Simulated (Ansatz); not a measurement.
# Si2Ni (Fm-3m): check of PAW against all-electron LAPW from a Python script

How well does PAW follow the all-electron answer for Si2Ni (Fm-3m)? The task is a check of PAW against all-electron LAPW, for Si2Ni (Fm-3m).

All numbers are computed with the Python package of Ansatz 0.2.0. The levels of theory stand in the script.

## Step 1: Starting point

It takes space group Fm-3m (No. 225, cubic). Conventional cell: a = 5.406 Å, b = 5.406 Å, c = 5.406 Å, α = 90.00°, β = 90.00°, γ = 90.00°. Si (site symmetry -43m) has 4 Ni at 2.34 Å as nearest neighbours. Ni (site symmetry m-3m) has 8 Si at 2.34 Å as nearest neighbours.

The script reads si2ni.xyz:

```xyz
3
Lattice="0.0 2.703 2.703 2.703 0.0 2.703 2.703 2.703 0.0" Properties=species:S:1:pos:R:3:initial_magmoms:R:1 pbc="T T T"
Si    1.35150000    1.35150000    1.35150000  0.00
Si    4.05450000    4.05450000    4.05450000  0.00
Ni    0.00000000    0.00000000    0.00000000  2.00
```

## Step 2: The script

run_paw_lapw.py reads:

```python
"""PAW against all-electron LAPW for Si2Ni."""

import ansatz as az
import numpy as np
from tabulate import tabulate

K_SPACING = 0.24
FUNCTIONAL = "pbe"
OCCUPATIONS = "fermi_dirac"
SIGMA = 0.05


def count_gap(report):
    # lowest empty less highest filled band, counting bands; zero where they overlap
    return max(report.get("gap_by_band_count_ev") or 0.0, 0.0)

system = az.Crystal.from_extxyz("si2ni.xyz")

base = system.calculation()
base = base.kpoints(spacing=K_SPACING).functional(FUNCTIONAL)
base = base.occupations(OCCUPATIONS, width=SIGMA).spin("collinear")
base = base.stress()
base = base.forces().band_table()
variants = {
    "PAW": base.pseudopotentials("paw"),
    "LAPW": base.pseudopotentials("all_electron", lapw=True),
}
# totals differ by the cores that each treatment holds, so compare what does not depend on them
rows = []
for label, variant in variants.items():
    report = variant.run().report
    levels = np.array(report["eigenvalues_ev"][0]) - report["fermi_energy_ev"]
    print(label, "levels at the first k-point near E_F:", np.round(levels[np.abs(levels) < 5], 3))
    rows.append((label, report["n_electrons"], np.trace(report["stress_gpa"]) / 3, count_gap(report), report["magnetization_mub"]))
print(tabulate(rows, headers=["treatment", "electrons in bands", "P GPa", "gap by band count eV", "moment muB"], floatfmt=".4f", tablefmt="pipe"))
```

## Step 3: What the engine is handed

The package turns the script's settings into the engine's input (first run):

```yaml
crystal:
  lattice:
    - [0.0, 2.703, 2.703]
    - [2.703, 0.0, 2.703]
    - [2.703, 2.703, 0.0]
  atoms:
    - { symbol: Si, position: [0.25, 0.25, 0.25], spin: 0.0 }
    - { symbol: Si, position: [0.75, 0.75, 0.75], spin: 0.0 }
    - { symbol: Ni, position: [0.0, 0.0, 0.0], spin: 2.0 }
kpoints:
  mp_grid:
    kspacing: 0.24
hamiltonian:
  xc: pbe
  pseudopotentials:
    kind: paw
magnetization:
  spin_polarized: true
scf:
  occupations:
    method: fermi_dirac
    width: 0.05
output:
  forces: true
  stress: true
  eigenvalues: true
```

## Step 4: The run

Command:

```console
$ python run_paw_lapw.py
```

Output:

```text
DeckWarning: basis.ecutwfc = 420 eV, auto-derived from the records' recommended cutoffs: set by Si (normal level)
RunWarning: the starting moments were not kept: the SCF closed with an absolute magnetisation of 7.9e-7 μB, where they sum to 2 μB in size (1 site). That is at most 0.1 of that sum. Measured as dr2_m measures the in/out step, that magnetisation stands 5.2e-13 eV from none, at or under the dr2_threshold of 1.0e-7 eV: [...]
PAW levels at the first k-point near E_F: [-3.532 -3.532 -0.335  1.693  1.693  1.693  2.224  2.224  2.224  4.684]
LAPW levels at the first k-point near E_F: [-3.53  -3.53  -0.339  1.694  1.694  1.694  2.221  2.221  2.221  4.682
  4.682]
| treatment   |   electrons in bands |   P GPa |   gap by band count eV |   moment muB |
|:------------|---------------------:|--------:|-----------------------:|-------------:|
| PAW         |              26.0000 |  3.8199 |                 0.0000 |      -0.0000 |
| LAPW        |              42.0000 |  3.7974 |                 0.0000 |       0.0000 |
```

(Warnings from the package without file and line, shortened, repeats left out.)

It took 48 s on 1 thread of Arm Neoverse V1, shared host; peak memory 0.66 GiB.

## Step 5: Inputs of later runs

The engine's inputs for the other runs:

Run 2, against run 1:

```diff
@@ -16 +16,2 @@
-    kind: paw
+    kind: all_electron
+    lapw: {}
```

## Step 6: Run by run

The 2 runs, in the order started:

| run | potentials | energy (eV/atom) | pressure (GPa) | SCF cycles | CPU time (s) |
| --- | --- | --- | --- | --- | --- |
| 1 | paw | -2370.7993 | 3.82 | 12 | 4.5 |
| 2 | all_electron | -19056.1511 | 3.80 | 13 | 43 |

Energies are free energies F = E - TS of the smeared occupations. Totals under unlike functionals or potentials can't be compared directly.

## Step 7: What came out

```
              quantity     value
         runs compared         2
difference in pressure  0.02 GPa
```

PAW gives 3.820 GPa and LAPW 3.797 GPa, 0.023 GPa apart. They took 4.5 and 42.8 s of processor time. The SCF didn't keep the moments it started from (some shrank, vanished or turned); what is printed is the state reached. The computed bands are complete only to about 4.2 eV above the Fermi level. For a metal this k-point mesh is coarse: on a finer one energies can move by several to tens of meV an atom and pressures by half a GPa or more, differences at one mesh by less. Pressure is positive in compression; the treatments may keep other shells as core, so totals and counts of electrons can differ. The starting moments were not kept in at least one run, so it stands on a weaker or other magnetic state than the one typed.
